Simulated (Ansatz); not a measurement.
# Property card for Si

Method: DFT PBE, scalar-relativistic, plane waves, PAW (Ansatz 0.2.0).

Settings: cutoff 420 eV, Γ-centred mesh 10×10×6 on the computed 8-atom cell, Gaussian smearing of 0.01 eV; no spin polarisation.

The structure is relaxed at this level of theory with its symmetry kept. This form isn't the element's structure at ambient conditions.

```yaml
crystal:
  lattice:
    - [6.95664, -1.93352, -0.00496]
    - [6.95664, 1.93352, -0.00496]
    - [-0.75596, 0.00000, 6.31989]
  atoms:
    - { symbol: Si, position: [0.05566, 0.05566, 0.87412] }
    - { symbol: Si, position: [0.94434, 0.94434, 0.12588] }
    - { symbol: Si, position: [0.55923, 0.55923, 0.65364] }
    - { symbol: Si, position: [0.44077, 0.44077, 0.34636] }
    - { symbol: Si, position: [0.21289, 0.21289, 0.05707] }
    - { symbol: Si, position: [0.78711, 0.78711, 0.94293] }
    - { symbol: Si, position: [0.72703, 0.72703, 0.58560] }
    - { symbol: Si, position: [0.27297, 0.27297, 0.41440] }
```

(1) Formation energy from the elements' standard states (uncorrected)?

(2) Kohn–Sham band gap?

(3) Löwdin character of the top 1 eV of the valence band?

(4) Löwdin character of the lowest 1 eV of the conduction band?

(5) Electron masses at the edge by Cartesian direction of the standard setting (m_e; degenerate bands sorted by energy; no spin-orbit coupling)?

(6) Hole masses at the edge by Cartesian direction of the standard setting (m_e; degenerate bands sorted by energy; no spin-orbit coupling)?

(7) Bulk modulus?

(8) Its pressure derivative?

(9) Bader charges (e)?

Results:

(1) +0.068 eV/atom.

(2) 0.29 eV, indirect from Γ to (0.469, 0.469, -0.464) (the valley at M2 lies within 0.03 eV, so the order isn't resolved).

(3) Si 3p 96 %.

(4) Si 3p 58 %, Si 3s 29 %, unprojected 12 %.

(5) x: 0.52; y: 0.14; z: 0.70.

(6) x: 0.21; y: 0.53; z: 0.17.

(7) 80 GPa.

(8) 4.1.

(9) Si (2 in the cell) 0.03, Si (2 in the cell) 0.01, Si (2 in the cell) -0.05, Si (2 in the cell) 0.01.